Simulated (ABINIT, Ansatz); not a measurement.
SnO2: equilibrium volume by level of theory

```
CELL_PARAMETERS angstrom
4.78800 0.00000 0.00000
0.00000 4.86658 0.00000
0.00000 0.00000 3.24090
ATOMIC_POSITIONS crystal
Sn 0.00000 0.00000 0.00000
Sn 0.50000 0.50000 0.50000
O 0.70815 0.67896 0.00000
O 0.20814 0.82104 0.50000
O 0.79185 0.17896 0.50000
O 0.29185 0.32104 0.00000
```

The cell is a database's computed one, not the measured one.

| rung | level | program and potentials | cutoff (eV) | k mesh | equilibrium volume (Å³/atom) | notes |
| --- | --- | --- | --- | --- | --- | --- |
| LDA | LDA | ABINIT, JTH PAW LDA v2.0 | 626 | 3 × 3 × 4 | 11.82 | coarse mesh |
| LDA | LDA | Ansatz, Ansatz PAW | 420 | 6 × 6 × 8 | 11.86 | potentials made for PBE, which Ansatz adapts in part |
| GGA | PBEsol | Ansatz, Ansatz PAW | 420 | 6 × 6 × 8 | 12.18 | potentials made for PBE, which Ansatz adapts in part |
| meta-GGA | r2SCAN | Ansatz, Ansatz PAW | 500 | 6 × 6 × 8 | 12.09 | potentials made for PBE, which Ansatz adapts in part |

Task: relaxation of cell and atoms. All rows: no spin polarisation. Meshes differ between rows, which moves values too. Meshes are those of the run's cell of 6 atoms unless a note names another. Relaxations start from the cell shown or near it and stop with a little pressure left. Runs on faulty files, with rough fits or with known faults for this quantity aren't shown. PBE isn't shown for this crystal. No row holds spin-orbit coupling.

By rung: LDA 11.86; GGA 12.18; meta-GGA 12.09; LDA on coarse meshes 11.82 (Å³/atom).
